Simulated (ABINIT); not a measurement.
Here is an ABINIT 10.8.3 (patched build) calculation.

File run.abi:

```
pp_dirpath "./"
pseudos "82_Pb_14_3.0_3.1_pbe_n_v1.0.psp8"

acell 6.6144323282 6.6144323282 6.6144323282
rprim
     0.0000000000     0.7071067812     0.7071067812
     0.7071067812     0.0000000000     0.7071067812
     0.7071067812     0.7071067812     0.0000000000
ntypat 1
znucl 82
natom 1
typat 1
xcart
     0.0000000000     0.0000000000     0.0000000000

ecut 14.0

kptopt 1
ngkpt 8 8 8
nshiftk 1
shiftk 0.0 0.0 0.0

ixc 41
fockdownsampling 2 2 2

nband 11
occopt 3
tsmear 0.05 eV

nstep 60
tolvrs 1.0e-14

iomode 3
prtwf 0
prteig 0
prtebands 0
prtden 1
prtvha 1
prtvclmb 1
prtpot 1
prtelf 1
```

Potentials or basis: SPMS NC PBE v1.0.

Command:

```console
$ mpirun --bind-to none -np 4 abinit run.abi > log 2>&1
```

Question: Predict the band gap on the k mesh.

Answer: None (metal or under the smearing width).

 Spin-orbit coupling is left out, which matters for the levels of Pb.
